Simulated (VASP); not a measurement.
# CaO (Lime) (Fm-3m) in VASP: a series of runs, part 3 of 3

VASP 6.6.1. Earlier steps stand in the parts before.

## Step 5: Relaxation of cell and atoms, PBE

This run uses another cell than the first one, of 14.15 Å³/atom, 1.016 times its volume.

INCAR

```
SYSTEM = CaO
PREC = Accurate
ENCUT = 600
EDIFF = 1E-7
ISMEAR = 0
SIGMA = 0.03
LREAL = .False.
LASPH = .True.
NELM = 80
ALGO = Normal
ISIF = 3
LWAVE = .False.
LCHARG = .False.
GGA = PE
IBRION = 2
NSW = 90
EDIFFG = -0.005
```

KPOINTS

```
Automatic mesh
0
Gamma
  10 10 10
  0 0 0
```

POSCAR

```
CaO                                     
1.0
    0.0000000000      2.4189296724      2.4189296724
    2.4189296724      0.0000000000      2.4189296724
    2.4189296724      2.4189296724     -0.0000000000
  Ca              O             
     1     1
Direct
     0.0000000000000000    0.0000000000000000    0.0000000000000000
     0.5000000000000000    0.5000000000000000    0.5000000000000000
```

Potentials or basis: VASP PAW PBE potentials, release 64 (Ca_sv, O).

Command:

```sh
> cat potpaw_PBE.64/Ca_sv/POTCAR potpaw_PBE.64/O/POTCAR > POTCAR
> mpirun -np 1 vasp_std > vasp.out
```

OUTCAR:

```text
SYSTEM = CaO
   PREC = Accurate
   ENCUT = 600
   EDIFF = 1E-7
   ISMEAR = 0
   LREAL = .False.
   LASPH = .True.
   NELM = 80
   ISIF = 3
   GGA = PE
   IBRION = 2
   NSW = 90
   EDIFFG = -0.005

 ion  position               nearest neighbor table
   1  0.000  0.000  0.000-   2 2.42   2 2.42   2 2.42   2 2.42   2 2.42   2 2.42
   2  0.500  0.500  0.500-   1 2.42   1 2.42   1 2.42   1 2.42   1 2.42   1 2.42

  LATTYP: Found a face centered cubic cell.
 ALAT       =     4.8378593448

  Lattice vectors:

 A1 = (   0.0000000000,   2.4189296724,   2.4189296724)
 A2 = (   2.4189296724,   0.0000000000,   2.4189296724)
 A3 = (   2.4189296724,   2.4189296724,   0.0000000000)

Analysis of symmetry for initial positions (statically):
=====================================================================
 Subroutine PRICEL returns:
 Original cell was already a primitive cell.

 Routine SETGRP: Setting up the symmetry group for a
 face centered cubic supercell.

 Subroutine GETGRP returns: Found 48 space group operations
 (whereof 48 operations were pure point group operations)
 out of a pool of 48 trial point group operations.

The static configuration has the point symmetry O_h .

Analysis of symmetry for dynamics (positions and initial velocities):
=====================================================================
 Subroutine PRICEL returns:
 Original cell was already a primitive cell.

 Routine SETGRP: Setting up the symmetry group for a
 face centered cubic supercell.

 Subroutine GETGRP returns: Found 48 space group operations
 (whereof 48 operations were pure point group operations)
 out of a pool of 48 trial point group operations.

The dynamic configuration has the point symmetry O_h .

 Subroutine INISYM returns: Found 48 space group operations
 (whereof 48 operations are pure point group operations),
 and found     1 'primitive' translations

[... 125 lines left out ...]
 conjugate gradient relaxation of ions
 non-spin polarized calculation
 Gauss-broadening in eV      SIGMA  =   0.03
  energy-cutoff  :      600.00
  volume of cell :       28.31
 maximum number of plane-waves:       960
   NGX = 13   NGY = 13   NGZ = 13

 number of electron      16.0000000 magnetization

 Free energy of the ion-electron system (eV)
  ---------------------------------------------------
  ext. energy  EPLUGINS =         0.00000000
  ---------------------------------------------------
  free energy    TOTEN  =       -12.80796589 eV

  energy without entropy =      -12.80796589  energy(sigma->0) =      -12.80796589

 E-fermi :   2.4471     XC(G=0): -10.3805

 val. band max:        2.2381943367   @ k =   0.0000   0.0000   0.0000
 cond. band min:       5.8799402243   @ k =   0.5000   0.5000   0.0000
 fundamental gap:      3.6417458876
 Fermi energy:         2.4470699163

 k-point     1 :       0.0000    0.0000    0.0000
  band No.  band energies     occupation
      1     -35.4779      2.00000
      2     -16.2558      2.00000
      3     -16.2558      2.00000
      4     -16.2558      2.00000
      5     -13.2567      2.00000
      6       2.2382      2.00000
      7       2.2382      2.00000
      8       2.2382      2.00000
      9       6.7954      0.00000
     10       8.4162      0.00000
     11       8.4162      0.00000
     12       8.4162      0.00000
[... 331 lines left out ...]
 k-point    24 :       0.4000    0.3000    0.0000
  band No.  band energies     occupation
      1     -35.3791      2.00000
      2     -16.8517      2.00000
      3     -16.4420      2.00000
      4     -16.4169      2.00000
      5     -12.7654      2.00000
      6       0.5780      2.00000
      7       1.6894      2.00000
      8       1.7880      2.00000
      9       6.5350      0.00000
     10       9.7349      0.00000
     11      10.9042      0.00000
     12      10.9800      0.00000

 [... further k-points ...]

------------------------ aborting loop because EDIFF is reached ----------------------------------------

  FORCE on cell =-STRESS in cart. coord.  units (eV):
  Direction    XX          YY          ZZ          XY          YZ          ZX
  --------------------------------------------------------------------------------------
  -------------------------------------------------------------------------------------
  Total       -0.0016144     -0.0016144     -0.0016144     -0.0000000      0.0000000     -0.0000000
  in kB       -0.0913739     -0.0913739     -0.0913739     -0.0000000      0.0000000     -0.0000000
  external PRESSURE =      -0.0913739 kB  Pullay stress =       0.0000000 kB

 VOLUME and BASIS-vectors are now :
 -----------------------------------------------------------------------------
  energy-cutoff  :      600.00
  volume of cell :       28.31
      direct lattice vectors                 reciprocal lattice vectors
     0.000000000  2.418929672  2.418929672    -0.206702992  0.206702992  0.206702992
     2.418929672  0.000000000  2.418929672     0.206702992 -0.206702992  0.206702992
     2.418929672  2.418929672  0.000000000     0.206702992  0.206702992 -0.206702992

 POSITION                                       TOTAL-FORCE (eV/Angst)
 -----------------------------------------------------------------------------------
      0.00000      0.00000      0.00000        -0.000000      0.000000     -0.000000
      2.41893      2.41893      2.41893         0.000000     -0.000000      0.000000
 -----------------------------------------------------------------------------------
    total drift:                                0.000000      0.000000      0.000000

  FREE ENERGIE OF THE ION-ELECTRON SYSTEM (eV)
  ---------------------------------------------------
  free  energy   TOTEN  =       -12.8079658909 eV

  energy  without entropy=      -12.8079658909  energy(sigma->0) =      -12.80796589

 reached required accuracy - stopping structural energy minimisation
```

OSZICAR:

```text
N       E                     dE             d eps       ncg     rms          rms(c)
DAV:   1     0.139027040969E+03    0.13903E+03   -0.94482E+03  1128   0.151E+03
DAV:   2    -0.690486242371E+01   -0.14593E+03   -0.13865E+03  1276   0.355E+02
DAV:   3    -0.142600793350E+02   -0.73552E+01   -0.72914E+01  1456   0.809E+01
DAV:   4    -0.145113460139E+02   -0.25127E+00   -0.25092E+00  1596   0.135E+01
DAV:   5    -0.145170110117E+02   -0.56650E-02   -0.56646E-02  1440   0.197E+00    0.856E+00
DAV:   6    -0.128538996063E+02    0.16631E+01   -0.88183E+00  1304   0.276E+01    0.369E+00
DAV:   7    -0.128086630484E+02    0.45237E-01   -0.73167E-01  1544   0.842E+00    0.175E+00
DAV:   8    -0.128096344675E+02   -0.97142E-03   -0.84051E-02  1216   0.331E+00    0.441E-01
DAV:   9    -0.128074768587E+02    0.21576E-02   -0.26013E-02  1420   0.131E+00    0.138E-01
DAV:  10    -0.128079299292E+02   -0.45307E-03   -0.23055E-03  1208   0.488E-01    0.263E-02
DAV:  11    -0.128079809858E+02   -0.51057E-04   -0.38173E-04  1612   0.161E-01    0.305E-02
DAV:  12    -0.128079660610E+02    0.14925E-04   -0.60962E-05  1292   0.847E-02    0.497E-03
DAV:  13    -0.128079659401E+02    0.12091E-06   -0.43206E-06  1544   0.206E-02    0.900E-04
DAV:  14    -0.128079657988E+02    0.14126E-06   -0.20477E-07  1276   0.516E-03    0.416E-04
DAV:  15    -0.128079658909E+02   -0.92002E-07   -0.41453E-08   692   0.260E-03
   1 F= -.12807966E+02 E0= -.12807966E+02  d E =-.128080E+02
```

It took 10 s on 1 thread of Intel Xeon 6975P-C (Granite Rapids), shared host; peak memory 0.17 GiB.

Results:

```yaml
Free_energy: -12.8080 eV
Pressure_after_relaxing: 0.0 GPa
Band_gap_on_the_k_mesh: 3.64 eV, indirect (least direct gap 4.02 eV)
```

Final structure:
```
CELL_PARAMETERS angstrom
0.00000 2.41893 2.41893
2.41893 0.00000 2.41893
2.41893 2.41893 0.00000
ATOMIC_POSITIONS crystal
Ca 0.00000 0.00000 0.00000
O 0.50000 0.50000 0.50000
```

Caveat: the relaxation stopped at its first step, so nothing moved.

## Step 6: Relaxation of the atoms, PBE (a relaxed cell with its volume scaled by 0.94)

INCAR

```
SYSTEM = CaO
PREC = Accurate
ENCUT = 600
EDIFF = 1E-7
ISMEAR = 0
SIGMA = 0.03
LREAL = .False.
LASPH = .True.
NELM = 80
ALGO = Fast
ISIF = 2
LWAVE = .False.
LCHARG = .False.
GGA = PE
IBRION = 2
NSW = 40
EDIFFG = -0.01
```

KPOINTS is that of step 5.

POSCAR

```
CaO                                     
1.0
    0.0000000000      2.3695499050      2.3695499050
    2.3695499050      0.0000000000      2.3695499050
    2.3695499050      2.3695499050      0.0000000000
  Ca              O             
     1     1
Direct
     0.0000000000000000    0.0000000000000000    0.0000000000000000
     0.5000000000000000    0.5000000000000000    0.5000000000000000
```

Potentials or basis: VASP PAW PBE potentials, release 64 (Ca_sv, O).

Command:

```sh
> cat potpaw_PBE.64/Ca_sv/POTCAR potpaw_PBE.64/O/POTCAR > POTCAR
> mpirun -np 1 vasp_std > vasp.out
```

OUTCAR:

```text
SYSTEM = CaO
   PREC = Accurate
   ENCUT = 600
   EDIFF = 1E-7
   ISMEAR = 0
   LREAL = .False.
   LASPH = .True.
   NELM = 80
   ISIF = 2
   GGA = PE
   IBRION = 2
   NSW = 40
   EDIFFG = -0.01

 ion  position               nearest neighbor table
   1  0.000  0.000  0.000-   2 2.37   2 2.37   2 2.37   2 2.37   2 2.37   2 2.37
   2  0.500  0.500  0.500-   1 2.37   1 2.37   1 2.37   1 2.37   1 2.37   1 2.37

  LATTYP: Found a face centered cubic cell.
 ALAT       =     4.7390998100

  Lattice vectors:

 A1 = (   0.0000000000,   2.3695499050,   2.3695499050)
 A2 = (   2.3695499050,   0.0000000000,   2.3695499050)
 A3 = (   2.3695499050,   2.3695499050,   0.0000000000)

Analysis of symmetry for initial positions (statically):
=====================================================================
 Subroutine PRICEL returns:
 Original cell was already a primitive cell.

 Routine SETGRP: Setting up the symmetry group for a
 face centered cubic supercell.

 Subroutine GETGRP returns: Found 48 space group operations
 (whereof 48 operations were pure point group operations)
 out of a pool of 48 trial point group operations.

The static configuration has the point symmetry O_h .

Analysis of symmetry for dynamics (positions and initial velocities):
=====================================================================
 Subroutine PRICEL returns:
 Original cell was already a primitive cell.

 Routine SETGRP: Setting up the symmetry group for a
 face centered cubic supercell.

 Subroutine GETGRP returns: Found 48 space group operations
 (whereof 48 operations were pure point group operations)
 out of a pool of 48 trial point group operations.

The dynamic configuration has the point symmetry O_h .

 Subroutine INISYM returns: Found 48 space group operations
 (whereof 48 operations are pure point group operations),
[... 124 lines left out ...]
   IVDW    =     0    specifies the selected vdW correction
   LEPSILON=     F    determine dielectric tensor
   LRPA    =     F    only Hartree local field effects (RPA)
 conjugate gradient relaxation of ions
 non-spin polarized calculation
 RMM-DIIS sequential band-by-band and
 Gauss-broadening in eV      SIGMA  =   0.03
  energy-cutoff  :      600.00
  volume of cell :       26.61
 maximum number of plane-waves:       907
   NGX = 13   NGY = 13   NGZ = 13

 number of electron      15.9999998 magnetization

 Free energy of the ion-electron system (eV)
  ---------------------------------------------------
  ext. energy  EPLUGINS =         0.00000000
  ---------------------------------------------------
  free energy    TOTEN  =       -12.76787055 eV

  energy without entropy =      -12.76787055  energy(sigma->0) =      -12.76787055

 E-fermi :   2.7457     XC(G=0): -10.6836

 val. band max:        2.5942747578   @ k =   0.0000   0.0000   0.0000
 cond. band min:       6.2142756825   @ k =   0.5000   0.5000   0.0000
 fundamental gap:      3.6200009247
 Fermi energy:         2.7457147930

 k-point     1 :       0.0000    0.0000    0.0000
  band No.  band energies     occupation
      1     -34.8721      2.00000
      2     -15.6027      2.00000
      3     -15.6027      2.00000
      4     -15.6027      2.00000
      5     -13.0210      2.00000
      6       2.5943      2.00000
      7       2.5943      2.00000
      8       2.5943      2.00000
      9       7.6676      0.00000
     10       8.9223      0.00000
     11       8.9223      0.00000
     12       8.9223      0.00000
[... 331 lines left out ...]
 k-point    24 :       0.4000    0.3000    0.0000
  band No.  band energies     occupation
      1     -34.7419      2.00000
      2     -16.3649      2.00000
      3     -15.8329      2.00000
      4     -15.8008      2.00000
      5     -12.4343      2.00000
      6       0.8849      2.00000
      7       2.0314      2.00000
      8       2.1343      2.00000
      9       6.9160      0.00000
     10      10.5735      0.00000
     11      11.6145      0.00000
     12      11.7544      0.00000

 [... further k-points ...]

------------------------ aborting loop because EDIFF is reached ----------------------------------------

  FORCE on cell =-STRESS in cart. coord.  units (eV):
  Direction    XX          YY          ZZ          XY          YZ          ZX
  --------------------------------------------------------------------------------------
  -------------------------------------------------------------------------------------
  Total        1.2413608      1.2413608      1.2413608      0.0000000      0.0000000      0.0000000
  in kB       74.7448084     74.7448084     74.7448084      0.0000000      0.0000000      0.0000000
  external PRESSURE =      74.7448084 kB  Pullay stress =       0.0000000 kB

 VOLUME and BASIS-vectors are now :
 -----------------------------------------------------------------------------
  energy-cutoff  :      600.00
  volume of cell :       26.61
      direct lattice vectors                 reciprocal lattice vectors
     0.000000000  2.369549905  2.369549905    -0.211010538  0.211010538  0.211010538
     2.369549905  0.000000000  2.369549905     0.211010538 -0.211010538  0.211010538
     2.369549905  2.369549905  0.000000000     0.211010538  0.211010538 -0.211010538

 POSITION                                       TOTAL-FORCE (eV/Angst)
 -----------------------------------------------------------------------------------
      0.00000      0.00000      0.00000         0.000000      0.000000      0.000000
      2.36955      2.36955      2.36955        -0.000000     -0.000000     -0.000000
 -----------------------------------------------------------------------------------
    total drift:                                0.000000      0.000000      0.000000

  FREE ENERGIE OF THE ION-ELECTRON SYSTEM (eV)
  ---------------------------------------------------
  free  energy   TOTEN  =       -12.7678705462 eV

  energy  without entropy=      -12.7678705462  energy(sigma->0) =      -12.76787055

 reached required accuracy - stopping structural energy minimisation
```

CONTCAR:

```text
CaO
   1.00000000000000
     0.0000000000000000    2.3695499050000000    2.3695499050000000
     2.3695499050000000    0.0000000000000000    2.3695499050000000
     2.3695499050000000    2.3695499050000000    0.0000000000000000
  Ca              O
     1     1
Direct
     0.0000000000000000    0.0000000000000000    0.0000000000000000
     0.5000000000000000    0.5000000000000000    0.5000000000000000

  0.00000000E+00  0.00000000E+00  0.00000000E+00
  0.00000000E+00  0.00000000E+00  0.00000000E+00
```

Wall time 16 s (1 thread of Intel Xeon 6975P-C (Granite Rapids), shared host); peak memory 0.16 GiB.

What came out:

- Free energy: -12.7679 eV
- Pressure after relaxing: 7.5 GPa
- Band gap on the k mesh: 3.62 eV, indirect (least direct gap 3.98 eV)

Final structure:
```
Ca O
1.0
     0.00000    2.36955    2.36955
     2.36955    0.00000    2.36955
     2.36955    2.36955    0.00000
Ca O
1 1
Cartesian
  0.0000 0.0000 0.0000
  2.3695 2.3695 2.3695
```

Caveat: the relaxation stopped at its first step, so nothing moved.

## Step 7: Overview

```csv
task,level,potentials or basis,cell,gap on the mesh (eV),pressure (GPa)
relaxation of the atoms,LDA,"VASP PAW LDA potentials, release 64 (Ca_sv, O)",atoms relaxed from: a relaxed cell with its volume scaled by 1.04,3.45,-4.6
relaxation of the atoms,LDA,"VASP PAW LDA potentials, release 64 (Ca_sv, O)",atoms relaxed from: a relaxed cell with its volume scaled by 1.06,3.46,-6.6
relaxation of cell and atoms,PBE,"VASP PAW PBE potentials, release 64 (Ca_sv, O)",relaxed,3.64,0.0
relaxation of the atoms,PBE,"VASP PAW PBE potentials, release 64 (Ca_sv, O)",atoms relaxed from: a relaxed cell with its volume scaled by 0.94,3.62,7.5
```

Alike in all rows: no spin polarisation; k mesh 10 × 10 × 10; cutoff (eV) 600; smearing gaussian 0.03 eV.

Caveats: the relaxation stopped at its first step, so nothing moved.

Absolute energies hang on the potentials; compare differences alone.
